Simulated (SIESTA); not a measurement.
TaN:

```
CELL_PARAMETERS angstrom
0.00000 2.21132 2.21132
2.21132 0.00000 2.21132
2.21132 2.21132 0.00000
ATOMIC_POSITIONS crystal
Ta 0.50000 0.50000 0.50000
N 0.00000 0.00000 0.00000
```

The cell comes from a database or a generator and needn't be the stable form of this composition.

Base run:

* Program: SIESTA 5.4.2
* Functional: AM05
* Potentials or basis: PseudoDojo 0.4 standard (PBEsol files)
* Basis: DZP (energy shift 0.003 Ry; two zetas on semicore shells)
* Grid cutoff: 800 Ry
* Energy shift: 0.003 Ry
* k mesh: 10 × 10 × 10
* Occupations: fermi-dirac, width 0.05 eV
* Spin: no spin polarisation

Its results: band gap on the k mesh none (metal or under the smearing width); pressure -5.9 GPa.

Task: The run is repeated on the same cell with these changes: functional from AM05 to BLYP; potentials or basis from PseudoDojo 0.4 standard (PBEsol files) to PseudoDojo 0.4 standard (PBE files). What comes out?

Result: Band gap on the k mesh none (metal or under the smearing width); pressure 16.5 GPa.

Caveats: short orbitals over semicore shells can move pressures by several GPa; the potentials were made for another functional, which shifts forces and pressure; spin-orbit coupling is left out, which moves the levels of the heavy elements; the basis of atomic orbitals isn't converged, which shifts pressures, moduli and gaps.
